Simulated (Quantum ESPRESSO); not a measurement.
The system is Rh.

```
CELL_PARAMETERS angstrom
0.00000 1.89785 1.89785
1.89785 0.00000 1.89785
1.89785 1.89785 0.00000
ATOMIC_POSITIONS crystal
Rh 0.00000 0.00000 0.00000
```

| Quantity | Value |
| --- | --- |
| Program | Quantum ESPRESSO 7.5 |
| Task | phonon dispersion |
| Functional | LDA |
| Potentials or basis | PseudoDojo 0.4.1 SR LDA standard |
| Cutoff | 1197 eV |
| Density cutoff | 4789 eV |
| k mesh | 10 × 10 × 10 |
| Occupations | cold, width 0.2 eV |
| Spin | no spin polarisation |
| Form of the LDA correlation | PW92 |
| Mixing beta | 0.5 |
| Most SCF iterations | 120 |
| SCF threshold | 2e-10 Ry |
| q mesh | 2 × 2 × 2 |

The cell and the atoms were relaxed first, to 13.25 Å³/atom (a = 2.656 Å, b = 2.656 Å, c = 2.656 Å, α = 60.00°, β = 60.00°, γ = 60.00°), and the response was taken there.

Question: What are the zero-point energy, and the vibrational entropy and heat capacity at 298.15 K?

Answer: Zero-point energy 34.3 meV/atom; entropy 3.55 k_B/atom (29.6 J/(K·mol of atoms)); Cv 2.80 k_B/atom, 93 % of the classical limit. These are harmonic values without the electrons' part.

Phonon frequencies at the corners of the path (cm⁻¹, interpolated; i marks imaginary ones):
```
point  frequencies
    Γ        0 0 0
    X  190 190 248
    W  195 225 225
    K  180 219 235
    L  152 152 263
    U  180 219 235
```

Harmonic thermodynamics per atom at this volume (zero-point energy 34.3 meV, Debye temperature from the second moment 352 K):
| T (K) | free energy (meV) | entropy (k_B) | heat capacity Cv (k_B) |
| --- | --- | --- | --- |
| 50 | 34.1 | 0.17 | 0.53 |
| 100 | 31.9 | 0.94 | 1.73 |
| 200 | 16.8 | 2.48 | 2.58 |
| 298.15 | -9.0 | 3.55 | 2.80 |
| 500 | -84.7 | 5.04 | 2.93 |
| 800 | -234.3 | 6.43 | 2.97 |

Phonon states per cell in windows of 20 cm⁻¹ (negative: imaginary):
| from (cm⁻¹) | total |
| --- | --- |
| 0 | 0.00 |
| 20 | 0.00 |
| 40 | 0.01 |
| 60 | 0.03 |
| 80 | 0.06 |
| 100 | 0.11 |
| 120 | 0.19 |
| 140 | 0.40 |
| 160 | 0.57 |
| 180 | 0.51 |
| 200 | 0.34 |
| 220 | 0.46 |
| 240 | 0.30 |
| 260 | 0.00 |

A q mesh this small can miss soft modes between its points.

Caveat: the mesh is thin for the phonons of a metal; the q mesh is small, so phonon branches between its points and thermal values are rough.
